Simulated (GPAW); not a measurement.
# ZnS (Wurtzite-2H) (P6_3mc) in GPAW: a series of runs

The runs below take ZnS (Wurtzite-2H) through band structure, with PBE, M06-L.

All numbers are computed with GPAW 26.7.0; they aren't measurements. Logs are shortened: lines on timing, memory, paths and dates and some standing lists are left out, and cuts for length are marked. The log counts tension as positive stress, the text compression.

**Experimental background.**

From a printed reference work, monograph, for a bulk crystal of ZnS at 4 K: band gap 3.911 eV (direct).

The runs below are set against these values where they give the same quantity.

**1. Starting point**

Symmetry: P6_3mc, No. 186, hexagonal system. Conventional cell: a = 3.811 Å, b = 3.811 Å, c = 6.234 Å, α = 90.00°, β = 90.00°, γ = 120.00°. Around Zn (site symmetry 3m) lie 4 S at 2.31 to 2.40 Å. S (site symmetry 3m) has 4 Zn at 2.31 to 2.40 Å as nearest neighbours.

**2. Band structure, PBE**

run.py reads:

```python
from ase.dft.bandgap import bandgap
from ase.io import read, write
from gpaw import GPAW

atoms = read('ZnS.xyz')

calc = GPAW(mode='lcao',
            h=0.2,
            basis='szp(dzp)',
            xc='PBE',
            kpts={'size': (6, 6, 3), 'gamma': True},
            occupations={'name': 'fermi-dirac', 'width': 0.05},
            convergence={'density': 1e-05, 'energy': 1e-05},
            maxiter=150,
            txt='gpaw.txt')
atoms.calc = calc
energy = atoms.get_potential_energy()
forces = atoms.get_forces()
calc.write('gs.gpw')
write('result.traj', atoms)
print(f'Energy: {energy:.6f} eV')
print('Forces (eV/A):')
print(forces.round(4))
print('Fermi level:', round(calc.get_fermi_level(), 4), 'eV')
print(f'Gap: {bandgap(calc)[0]:.4f} eV, direct: {bandgap(calc, direct=True)[0]:.4f} eV')

path = atoms.cell.bandpath('GMKGALHA,LM,KH', npoints=80, eps=1e-4)
bs_calc = calc.fixed_density(kpts=path, symmetry='off', txt='bands.txt')
bs = bs_calc.band_structure()
bs.write('bs.json')
print(f'Gap on the path: {bandgap(bs_calc)[0]:.4f} eV')
```

ZnS.xyz reads:

```xyz
4
Lattice="3.8110000000 0.0000000000 0.0000000000 -1.9055000000 3.3004228138 0.0000000000 0.0000000000 0.0000000000 6.2340000000" Properties=species:S:1:pos:R:3 pbc="T T T"
Zn     1.9055000002      1.1001409378      3.1170000000
Zn    -0.0000000002      2.2002818760      0.0000000000
S      1.9055000002      1.1001409378      5.5170900000
S     -0.0000000002      2.2002818760      2.4000900000
```

Potentials or basis: GPAW PAW data sets (gpaw-data 1.2.1), lcao:szp(dzp).

Run with:

```
$ OMP_NUM_THREADS=1 python run.py
```

gpaw.txt:

```text
__  _  _
 | _ |_)|_||  |
 |__||  | ||/\| - 26.7.0

Input parameters:
  mode=LCAO(),
  basis={'default': 'szp(dzp)'},
  convergence={'density': 1e-05, 'energy': 1e-05},
  h=0.2,
  kpts=MonkhorstPack(size=(6, 6, 3), gamma=True),
  maxiter=150,
  occupations=Occupations(name='fermi-dirac', width=0.05),
  xc=XC(name='PBE')

            S

            Zn
        S

        Zn

Atoms  # Å, Bohr magnetons
|   | symbol |         x |        y |        z |    initial magnetic moments |
|---|--------|-----------|----------|----------|-----------------------------|
| 0 |     Zn |  1.905500 | 1.100141 | 3.117000 | ( 0.0000,  0.0000,  0.0000) |
| 1 |     Zn | -0.000000 | 2.200282 | 0.000000 | ( 0.0000,  0.0000,  0.0000) |
| 2 |      S |  1.905500 | 1.100141 | 5.517090 | ( 0.0000,  0.0000,  0.0000) |
| 3 |      S | -0.000000 | 2.200282 | 2.400090 | ( 0.0000,  0.0000,  0.0000) |

Unit cell  # Å
| periodic |         x |        y |        z |  lengths |     angles |
|----------|-----------|----------|----------|----------|------------|
|      yes |  3.811000 | 0.000000 | 0.000000 | 3.811000 |  90.000000 |
|      yes | -1.905500 | 3.300423 | 0.000000 | 3.811000 |  90.000000 |
|      yes |  0.000000 | 0.000000 | 6.234000 | 6.234000 | 120.000000 |

Number of symmetries: 6
Symmetry operations  # r_c * U_cc + t_c -> r_c
|   | kind |            matrix            |
|---|------|------------------------------|
| 0 |  σ   |  1, 1, 0,  0,-1, 0,  0, 0, 1 |
| 1 |  E   |  1, 0, 0,  0, 1, 0,  0, 0, 1 |
| 2 |  C3  |  0, 1, 0, -1,-1, 0,  0, 0, 1 |
| 3 |  σ   |  0,-1, 0, -1, 0, 0,  0, 0, 1 |
| 4 |  σ   | -1, 0, 0,  1, 1, 0,  0, 0, 1 |
| 5 |  C3  | -1,-1, 0,  1, 0, 0,  0, 0, 1 |

BZ-sampling:
  Number of BZ points: 108
  Number of IBZ points: 17

  Monkhorst-Pack size: [6, 6, 3]
  Monkhorst-Pack shift: [0.08333333333333333, 0.08333333333333333, 0.0]

K-points  # in reciprocal-cell coordinates
|     |                                coordinates |     weight |
|-----|--------------------------------------------|------------|
|   0 | (  0.00000000,   0.00000000,   0.00000000) | 0.00925926 |
|   1 | (  0.00000000,   0.00000000,   0.33333333) | 0.01851852 |
|   2 | (  0.16666667,   0.00000000,  -0.33333333) | 0.05555556 |
|   3 | (  0.16666667,   0.00000000,   0.00000000) | 0.05555556 |
|   4 | (  0.16666667,   0.00000000,   0.33333333) | 0.05555556 |
|   5 | (  0.33333333,  -0.16666667,   0.00000000) | 0.05555556 |
|   6 | (  0.33333333,  -0.16666667,   0.33333333) | 0.11111111 |
|   7 | (  0.33333333,   0.00000000,  -0.33333333) | 0.05555556 |
|   8 | (  0.33333333,   0.00000000,   0.00000000) | 0.05555556 |
|   9 | (  0.33333333,   0.00000000,   0.33333333) | 0.05555556 |
| ... |                                            |            |
|  16 | (  0.50000000,   0.50000000,   0.33333333) | 0.05555556 |

basis functions: 42
Spin-components: 1 (collinear spins)
Bands:           26
Projectors:      22
Spin-degeneracy: 2
Datatype:        <class 'complex'>

Parallelization:
  kpt:    1
  domain: 1
  band:   1

Density:
  Valence electrons: 36.0
  Components: 1
  Grid points: [16 16 32]
  Charge: 0.0  # |e|

Potential:
  Grid points: [16 16 32]

species:
  Zn:
    name:    Zinc
    Z:       30.0
    valence: 12
    core:    18
    charge:  0.0  # [|e|]
    compensation charges:
      type: gauss
      rc: 0.37  # [Å]
      lmax: 2
    cutoffs:
      filter: 2.14  # [Å]
      core: 2.28  # [Å]
    projectors
    | kind |    occ | energy [eV] | rcut [Å] |
    |------|--------|-------------|----------|
    |   4s |  2.000 |      -5.977 |    1.286 |
    |   4p |  0.000 |      -1.117 |    1.270 |
    |   3d | 10.000 |     -10.142 |    1.180 |
    |    s |        |      21.234 |    1.286 |
    |    p |        |      26.095 |    1.270 |
    |    d |        |      17.070 |    1.180 |

    LCAO basis set for Zn:
      Name: szp(dzp)
      File: <dir>
      Number of radial functions: 4
      Number of spherical harmonics: 12
        l=0, rc=8.1562 Bohr: 4s-sz confined orbital
        l=1, rc=12.4062 Bohr: 4p-sz confined orbital
        l=2, rc=4.3594 Bohr: 3d-sz confined orbital
        l=1, rc=8.1562 Bohr: p-type Gaussian polarization
      Number of RI-basis functions 0

  S:
    name:    Sulfur
    Z:       16.0
    valence: 6
    core:    10
    charge:  0.0  # [|e|]
    compensation charges:
      type: gauss
      rc: 0.24  # [Å]
      lmax: 2
    cutoffs:
      filter: 1.77  # [Å]
      core: 1.66  # [Å]
    projectors
    | kind |    occ | energy [eV] | rcut [Å] |
    |------|--------|-------------|----------|
    |   3s |  2.000 |     -17.254 |    0.974 |
    |   3p |  4.000 |      -7.008 |    0.979 |
    |    s |        |       9.957 |    0.974 |
    |    p |        |      20.203 |    0.979 |
    |    d |        |       0.000 |    0.900 |

    LCAO basis set for S:
      Name: szp(dzp)
      File: <dir>
      Number of radial functions: 3
      Number of spherical harmonics: 9
        l=0, rc=5.5156 Bohr: 3s-sz confined orbital
        l=1, rc=6.9375 Bohr: 3p-sz confined orbital
        l=2, rc=6.9375 Bohr: d-type Gaussian polarization
      Number of RI-basis functions 0

Reference energy: -119437.893101  # eV

eigensolver:
  <gpaw.new.lcao.eigensolver.LCAOEigensolver object>
density mixing:
  MSR1-Mixer
  Pratt-step length: 0.05
  Maximum mixing coefficient: 0.75
  Old densities: 10
  SVD Regularization: 0.005
  Good broyden scale: 1.0
  Trust region scale: 1.0
  Backstep threshold: 4.0
  History deletion threshold: 6.0
  Fourier metric: weight=20.0, sigma=0.015

occupation numbers:
  Fermi-Dirac:
    width: 0.0500  # eV

FastPoissonSolver using
    Stencil: 8*3+1=25 point O(h^6) finite-difference Laplacian
    FFT axes: [np.int64(0), np.int64(1), np.int64(2)]
    FST axes: []

xc functional:
  name: PBE with 2 nearest neighbor stencil
interpolation: tri-quintic # 5. degree polynomial

            S

            Zn
        S

        Zn

Atoms  # Å, Bohr magnetons
|   | symbol |         x |        y |        z |    initial magnetic moments |
|---|--------|-----------|----------|----------|-----------------------------|
| 0 |     Zn |  1.905500 | 1.100141 | 3.117000 | ( 0.0000,  0.0000,  0.0000) |
| 1 |     Zn | -0.000000 | 2.200282 | 0.000000 | ( 0.0000,  0.0000,  0.0000) |
| 2 |      S |  1.905500 | 1.100141 | 5.517090 | ( 0.0000,  0.0000,  0.0000) |
| 3 |      S | -0.000000 | 2.200282 | 2.400090 | ( 0.0000,  0.0000,  0.0000) |

Unit cell  # Å
| periodic |         x |        y |        z |  lengths |     angles |
|----------|-----------|----------|----------|----------|------------|
|      yes |  3.811000 | 0.000000 | 0.000000 | 3.811000 |  90.000000 |
|      yes | -1.905500 | 3.300423 | 0.000000 | 3.811000 |  90.000000 |
|      yes |  0.000000 | 0.000000 | 6.234000 | 6.234000 | 120.000000 |

Number of symmetries: 6
Symmetry operations  # r_c * U_cc + t_c -> r_c
|   | kind |            matrix            |
|---|------|------------------------------|
| 0 |  σ   |  1, 1, 0,  0,-1, 0,  0, 0, 1 |
| 1 |  E   |  1, 0, 0,  0, 1, 0,  0, 0, 1 |
| 2 |  C3  |  0, 1, 0, -1,-1, 0,  0, 0, 1 |
| 3 |  σ   |  0,-1, 0, -1, 0, 0,  0, 0, 1 |
| 4 |  σ   | -1, 0, 0,  1, 1, 0,  0, 0, 1 |
| 5 |  C3  | -1,-1, 0,  1, 0, 0,  0, 0, 1 |

BZ-sampling:
  Number of BZ points: 108
  Number of IBZ points: 17

  Monkhorst-Pack size: [6, 6, 3]
  Monkhorst-Pack shift: [0.08333333333333333, 0.08333333333333333, 0.0]

K-points  # in reciprocal-cell coordinates
|     |                                coordinates |     weight |
|-----|--------------------------------------------|------------|
|   0 | (  0.00000000,   0.00000000,   0.00000000) | 0.00925926 |
|   1 | (  0.00000000,   0.00000000,   0.33333333) | 0.01851852 |
|   2 | (  0.16666667,   0.00000000,  -0.33333333) | 0.05555556 |
|   3 | (  0.16666667,   0.00000000,   0.00000000) | 0.05555556 |
|   4 | (  0.16666667,   0.00000000,   0.33333333) | 0.05555556 |
|   5 | (  0.33333333,  -0.16666667,   0.00000000) | 0.05555556 |
|   6 | (  0.33333333,  -0.16666667,   0.33333333) | 0.11111111 |
|   7 | (  0.33333333,   0.00000000,  -0.33333333) | 0.05555556 |
|   8 | (  0.33333333,   0.00000000,   0.00000000) | 0.05555556 |
|   9 | (  0.33333333,   0.00000000,   0.33333333) | 0.05555556 |
| ... |                                            |            |
|  16 | (  0.50000000,   0.50000000,   0.33333333) | 0.05555556 |

basis functions: 42
Spin-components: 1 (collinear spins)
Bands:           26
Projectors:      22
Spin-degeneracy: 2
Datatype:        <class 'complex'>

Parallelization:
  kpt:    1
  domain: 1
  band:   1

Density:
  Valence electrons: 36.0
  Components: 1
  Grid points: [16 16 32]
  Charge: 0.0  # |e|

Potential:
  Grid points: [16 16 32]

species:
  Zn:
    name:    Zinc
    Z:       30.0
    valence: 12
    core:    18
    charge:  0.0  # [|e|]
    compensation charges:
      type: gauss
      rc: 0.37  # [Å]
      lmax: 2
    cutoffs:
      filter: 2.14  # [Å]
      core: 2.28  # [Å]
    projectors
    | kind |    occ | energy [eV] | rcut [Å] |
    |------|--------|-------------|----------|
    |   4s |  2.000 |      -5.977 |    1.286 |
    |   4p |  0.000 |      -1.117 |    1.270 |
    |   3d | 10.000 |     -10.142 |    1.180 |
    |    s |        |      21.234 |    1.286 |
    |    p |        |      26.095 |    1.270 |
    |    d |        |      17.070 |    1.180 |

    LCAO basis set for Zn:
      Name: szp(dzp)
      File: <dir>
      Number of radial functions: 4
      Number of spherical harmonics: 12
        l=0, rc=8.1562 Bohr: 4s-sz confined orbital
        l=1, rc=12.4062 Bohr: 4p-sz confined orbital
        l=2, rc=4.3594 Bohr: 3d-sz confined orbital
        l=1, rc=8.1562 Bohr: p-type Gaussian polarization
      Number of RI-basis functions 0

  S:
    name:    Sulfur
    Z:       16.0
    valence: 6
    core:    10
    charge:  0.0  # [|e|]
    compensation charges:
      type: gauss
      rc: 0.24  # [Å]
      lmax: 2
    cutoffs:
      filter: 1.77  # [Å]
      core: 1.66  # [Å]
    projectors
    | kind |    occ | energy [eV] | rcut [Å] |
    |------|--------|-------------|----------|
    |   3s |  2.000 |     -17.254 |    0.974 |
    |   3p |  4.000 |      -7.008 |    0.979 |
    |    s |        |       9.957 |    0.974 |
    |    p |        |      20.203 |    0.979 |
    |    d |        |       0.000 |    0.900 |

    LCAO basis set for S:
      Name: szp(dzp)
      File: <dir>
      Number of radial functions: 3
      Number of spherical harmonics: 9
        l=0, rc=5.5156 Bohr: 3s-sz confined orbital
        l=1, rc=6.9375 Bohr: 3p-sz confined orbital
        l=2, rc=6.9375 Bohr: d-type Gaussian polarization
      Number of RI-basis functions 0

Reference energy: -119437.893101  # eV

eigensolver:
  <gpaw.new.lcao.eigensolver.LCAOEigensolver object>
density mixing:
  MSR1-Mixer
  Pratt-step length: 0.05
  Maximum mixing coefficient: 0.75
  Old densities: 10
  SVD Regularization: 0.005
  Good broyden scale: 1.0
  Trust region scale: 1.0
  Backstep threshold: 4.0
  History deletion threshold: 6.0
  Fourier metric: weight=20.0, sigma=0.015

occupation numbers:
  Fermi-Dirac:
    width: 0.0500  # eV

FastPoissonSolver using
    Stencil: 8*3+1=25 point O(h^6) finite-difference Laplacian
    FFT axes: [np.int64(0), np.int64(1), np.int64(2)]
    FST axes: []

xc functional:
  name: PBE with 2 nearest neighbor stencil
interpolation: tri-quintic # 5. degree polynomial

convergence criteria:
- Maximum integral of absolute [dens]ity change: 1e-05 electrons / valence electron
- Maximum [total energy] change in last 3 cyles: 1e-05 eV / valence electron
- Maximum integral of absolute [eigenst]ate change: 4e-08 eV^2 / valence electron
maximum number of iterations: 150

SCF iterations
|iter     | |      energy | eigst |  dens |
|---------|-|-------------|-------|-------|
|iter:   1| |  -12.077857 |      c|       |
|iter:   2| |  -12.038582 |      c| -1.35 |
|iter:   3| |  -11.901731 |      c| -1.38 |
|iter:   4| |  -11.906348 |      c| -2.03 |
|iter:   5| |  -11.906778 |      c| -2.55 |
|iter:   6| |  -11.906774 |      c| -3.76 |
|iter:   7| |  -11.906774c|      c| -4.65 |
|iter:   8| |  -11.906774c|      c| -5.23c|

Converged in 8 steps
Energy contributions relative to reference atoms: (reference = -119437.893101)

Energy contributions:
  Kinetic:          34.273714
  Coulomb:         -28.011260
  Zero:              0.310283
  External:          0.000000
  Xc:              -18.479510
  Entropy:          -0.000000
  Spinorbit:         0.000000
  ----------------------------
  Free energy:     -11.906774
  Extrapolated:    -11.906774

dipole moment: (0.000000, -0.000000, -7.301885)  # |e|*Ang

Fermi level: 4.986
Eigenvalues  # (at kpt = [0.000, 0.000, 0.000])
| band index |      eig [eV] | occ [0-2] |
|------------|---------------|-----------|
|          0 |        -9.340 |     2.000 |
|        ... |               |           |
|         10 |        -1.789 |     2.000 |
|         11 |        -1.666 |     2.000 |
|         12 |        -1.279 |     2.000 |
|         13 |         3.047 |     2.000 |
|         14 |         3.048 |     2.000 |
|         15 |         3.941 |     2.000 |
[... 8 lines left out ...]
|         24 |        12.202 |     0.000 |
|         25 |        13.616 |     0.000 |

Gap: 2.173 eV
Transition (v -> c):
  (s=0, k=0, n=17, [0.00, 0.00, 0.00]) -> (s=0, k=0, n=18, [0.00, 0.00, 0.00])
No difference between direct/indirect transitions

Forces  # eV/Ang
|       x |        y |        z |
|---------|----------|----------|
| 0.00000 |  0.00000 |  0.33744 |  # Zn   0
| 0.00000 | -0.00000 |  0.33745 |  # Zn   1
| 0.00000 |  0.00000 | -0.34014 |  # S    2
| 0.00000 | -0.00000 | -0.34014 |  # S    3

# Writing to gs.gpw (mode='')
```

Run time: 59 s. Hardware: 1 thread of AMD EPYC 7R13 (Zen 3), shared host; peak memory 0.22 GiB.

The run converged, but some of its settings lie outside the range that counts as converged, so its numbers aren't taken as properties of the crystal.

What came out:

```
Free energy             : -11.9068 eV
Largest force           : 0.340 eV/Å
Band gap on the k mesh  : 2.17 eV, direct
Band gap along the path : 2.17 eV, direct
```

Caveat: the real-space grid adds noise to forces; the basis of atomic orbitals isn't converged, which shifts pressures, moduli and gaps.

[end of part 1 of 2]
